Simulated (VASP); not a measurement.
# Li2O (Fm-3m) in VASP: notebook, part 2 of 2

VASP 6.6.1.

**3. Relaxation of cell and atoms, PBE**

This run uses another cell than the first one, of 8.40 Å³/atom, 1.018 times its volume.

INCAR reads:

```
  PREC = Accurate
  ENCUT = 600
  EDIFF = 1E-7
  ISMEAR = 0
  SIGMA = 0.02
  LREAL = F
  LASPH = T
  NELM = 100
  ALGO = Normal
  ISIF = 3
  LWAVE = F
  LCHARG = F
  GGA = PE
  IBRION = 2
  NSW = 100
  EDIFFG = -0.01
```

KPOINTS reads:

```
regular mesh
0
Gamma
  8 8 8
```

POSCAR reads:

```
Li2O
1.0
    0.0000000000      2.3268544700      2.3268544700
    2.3268544700      0.0000000000      2.3268544700
    2.3268544700      2.3268544700      0.0000000000
Li O
2 1
Direct
    0.7500000000      0.7500000000      0.7500000000
    0.2500000000      0.2500000000      0.2500000000
    0.0000000000      0.0000000000      0.0000000000
```

Potentials or basis: VASP PAW PBE potentials, release 64 (Li_sv, O).

Command:

```console
> cat potpaw_PBE.64/Li_sv/POTCAR potpaw_PBE.64/O/POTCAR > POTCAR
> mpirun -np 1 vasp_std > vasp.out
```

OUTCAR:

```text
PREC = Accurate
   ENCUT = 600
   EDIFF = 1E-7
   ISMEAR = 0
   LREAL = F
   LASPH = T
   NELM = 100
   ISIF = 3
   GGA = PE
   IBRION = 2
   NSW = 100
   EDIFFG = -0.01

 ion  position               nearest neighbor table
   1  0.750  0.750  0.750-   3 2.02   3 2.02   3 2.02   3 2.02   2 2.33   2 2.33   2 2.33   2 2.33
                             2 2.33   2 2.33
   2  0.250  0.250  0.250-   3 2.02   3 2.02   3 2.02   3 2.02   1 2.33   1 2.33   1 2.33   1 2.33
                             1 2.33   1 2.33
   3  0.000  0.000  0.000-   1 2.02   1 2.02   1 2.02   1 2.02   2 2.02   2 2.02   2 2.02   2 2.02

  LATTYP: Found a face centered cubic cell.
 ALAT       =     4.6537089400

  Lattice vectors:

 A1 = (   0.0000000000,   2.3268544700,   2.3268544700)
[... 273 lines left out ...]

 k-point     1 :       0.0000    0.0000    0.0000
  band No.  band energies     occupation
      1     -41.6491      2.00000
      2     -41.3189      2.00000
      3     -14.1094      2.00000
      4       1.3398      2.00000
      5       1.3398      2.00000
      6       1.3398      2.00000
      7       6.6172      0.00000
      8      13.2756      0.00000
      9      13.2756      0.00000
     10      13.2756      0.00000
[... 287 lines left out ...]
 k-point    24 :      -0.3750    0.2500    0.1250
  band No.  band energies     occupation
      1     -41.4686      2.00000
      2     -41.4681      2.00000
      3     -13.8554      2.00000
      4      -1.1152      2.00000
      5       0.3370      2.00000
      6       0.5333      2.00000
      7       9.2931      0.00000
      8      11.5979      0.00000
      9      14.4017      0.00000
     10      14.7572      0.00000

 [... further k-points ...]

------------------------ aborting loop because EDIFF is reached ----------------------------------------

  FORCE on cell =-STRESS in cart. coord.  units (eV):
  Direction    XX          YY          ZZ          XY          YZ          ZX
  --------------------------------------------------------------------------------------
  -------------------------------------------------------------------------------------
  Total        0.0013893      0.0013893      0.0013893      0.0000000     -0.0000000      0.0000000
  in kB        0.0903476      0.0903476      0.0903476      0.0000000     -0.0000000      0.0000000
  external PRESSURE =       0.0903476 kB  Pullay stress =       0.0000000 kB
[... 18 lines left out ...]
  FREE ENERGIE OF THE ION-ELECTRON SYSTEM (eV)
  ---------------------------------------------------
  free  energy   TOTEN  =       -14.3520053972 eV

  energy  without entropy=      -14.3520053972  energy(sigma->0) =      -14.35200540

 reached required accuracy - stopping structural energy minimisation
```

OSZICAR:

```text
N       E                     dE             d eps       ncg     rms          rms(c)
DAV:   1     0.465818091410E+02    0.46582E+02   -0.68776E+03   580   0.144E+03
DAV:   2    -0.110958295256E+02   -0.57678E+02   -0.53737E+02   706   0.253E+02
DAV:   3    -0.160436113225E+02   -0.49478E+01   -0.49297E+01   984   0.625E+01
[... 24 lines left out ...]
DAV:   3    -0.143521064888E+02    0.30184E-03   -0.10678E-03   646   0.303E-01    0.108E-01
DAV:   4    -0.143520080384E+02    0.98450E-04   -0.19809E-04  1016   0.122E-01    0.135E-02
DAV:   5    -0.143520060975E+02    0.19409E-05   -0.13277E-05   650   0.388E-02    0.320E-03
DAV:   6    -0.143520054115E+02    0.68598E-06   -0.12311E-06   920   0.113E-02    0.107E-03
DAV:   7    -0.143520053972E+02    0.14348E-07   -0.24457E-08   362   0.223E-03
   3 F= -.14352005E+02 E0= -.14352005E+02  d E =-.300812E-02
```

Wall time 12 s (1 thread of Intel Xeon 6975P-C (Granite Rapids), shared host); peak memory 0.14 GiB.

What came out:

```
Free energy                            : -14.3520 eV
Relaxed volume                         : 8.21 Å³/atom
Relaxed cell                           : a = 3.266 Å, b = 3.266 Å, c = 3.266 Å, α = 60.00°, β = 60.00°, γ = 60.00°
Space group after relaxing (to 0.05 Å) : Fm-3m (No. 225)
Energy gained by relaxing              : 1.0 meV/atom
Ionic steps                            : 3
Pressure after relaxing                : 0.0 GPa
Band gap on the k mesh                 : 4.98 eV, indirect (least direct gap 5.28 eV)
```

Step by step:
```
step  energy change (eV)  largest force (eV/Å)  pressure (GPa)  volume (Å³)
   1              0.0000                0.0000           -1.71        25.20
   2             -0.0025                0.0000           -0.73        24.87
   3             -0.0030                0.0000            0.01        24.64
```

Final structure:
```
Li O
1.0
     0.00000    2.30952    2.30952
     2.30952    0.00000    2.30952
     2.30952    2.30952    0.00000
Li O
2 1
Direct
  0.75000 0.75000 0.75000
  0.25000 0.25000 0.25000
  0.00000 0.00000 0.00000
```

Caveat: the cutoff is under 1.25 times the usual one of these potentials, so pressure, stress and relaxed cells hold a basis-set (Pulay) error.

**4. Single point, PBE**

This run uses another cell than the first one, of 8.40 Å³/atom, 1.018 times its volume.

INCAR reads:

```
  PREC = Accurate
  ENCUT = 520
  EDIFF = 1E-6
  ISMEAR = 0
  SIGMA = 0.1
  LREAL = False
  LASPH = True
  NELM = 60
  ALGO = Normal
  ISIF = 2
  LWAVE = False
  LCHARG = True
  GGA = PE
  LELF = True
  LVHAR = True
  NBANDS = 13
```

KPOINTS reads:

```
regular mesh
0
Gamma
  6 6 6
```

POSCAR is that of step 3.

Command:

```console
> cat potpaw_PBE.64/Li_sv/POTCAR potpaw_PBE.64/O/POTCAR > POTCAR
> mpirun -np 1 vasp_std > vasp.out
```

Run time: 2.9 s. Hardware: 1 thread of Intel Xeon 6975P-C (Granite Rapids), shared host; peak memory 0.12 GiB.

The run converged. Its results:

| Property | Result |
| --- | --- |
| Free energy | -14.3461 eV |
| Band gap on the k mesh | 4.93 eV, indirect (least direct gap 5.12 eV) |

Levels at points of the mesh, in eV from the valence-band top:
```csv
k point,band 3,band 4,band 5,band 6,band 7,band 8,band 9,band 10
"(0.00, 0.00, 0.00)",-15.41,0.00,0.00,0.00,5.12,11.80,11.80,11.80
"(0.50, 0.00, 0.00)",-15.19,-2.71,-0.43,-0.43,9.07,9.60,11.93,11.93
"(0.50, 0.50, 0.00)",-15.14,-1.58,-1.35,-1.35,4.93,13.33,13.33,14.44
```

Caveat: the cutoff is under 1.25 times the usual one of these potentials, so pressure, stress and relaxed cells hold a basis-set (Pulay) error. A k mesh can miss the band edges.

**5. Overview**

```tsv
task	cell	k mesh	cutoff (eV)	smearing	gap on the mesh (eV)
single point	Fm-3m, 8.25 Å³/atom	8 × 8 × 8	520	gaussian 0.02 eV	4.96
relaxation of cell and atoms	relaxed	8 × 8 × 8	600	gaussian 0.02 eV	4.98
single point	Fm-3m, 8.4 Å³/atom	6 × 6 × 6	520	gaussian 0.1 eV	4.93
```

Alike in all rows: level PBE; potentials or basis VASP PAW PBE potentials, release 64 (Li_sv, O); no spin polarisation.

Caveats: the cutoff is under 1.25 times the usual one of these potentials, so pressure, stress and relaxed cells hold a basis-set (Pulay) error.

Total energies depend on the potentials used, so only differences within one code and one set of settings carry meaning.
